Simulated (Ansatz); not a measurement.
Si:

```
CELL_PARAMETERS angstrom
3.83132 0.00000 0.00000
-1.91566 3.31802 0.00000
0.00000 0.00000 6.33262
ATOMIC_POSITIONS crystal
Si 0.66667 0.33333 0.93699
Si 0.33333 0.66667 0.43699
Si 0.66667 0.33333 0.56301
Si 0.33333 0.66667 0.06301
```

This isn't the form of Si at room conditions, which is diamond.

Program: Ansatz 0.2.0. Alike in all runs: task band structure; potentials or basis Ansatz PAW; no spin polarisation; cell as given.

Q: Order these runs on this cell by their pressure, lowest first.
A. level r2SCAN; k mesh 12 × 12 × 4; cutoff (eV) 500; smearing fixed; level r2scan; run kind scf
B. level BLYP; k mesh 8 × 8 × 4; cutoff (eV) 420; smearing fermi-dirac 0.05 eV; points for each segment of the path 14
C. level LDA; k mesh 8 × 8 × 4; cutoff (eV) 420; smearing fermi-dirac 0.05 eV; points for each segment of the path 14

A: C (-2.0 GPa), A (0.2 GPa), B (4.4 GPa).

Caveats: the PAW data sets come from PBE, with cores solved anew for the run's functional, which leaves a small shift of forces and pressure; the potentials were made for another functional, which shifts forces and pressure (some runs).

Not every run made on this cell is shown here.
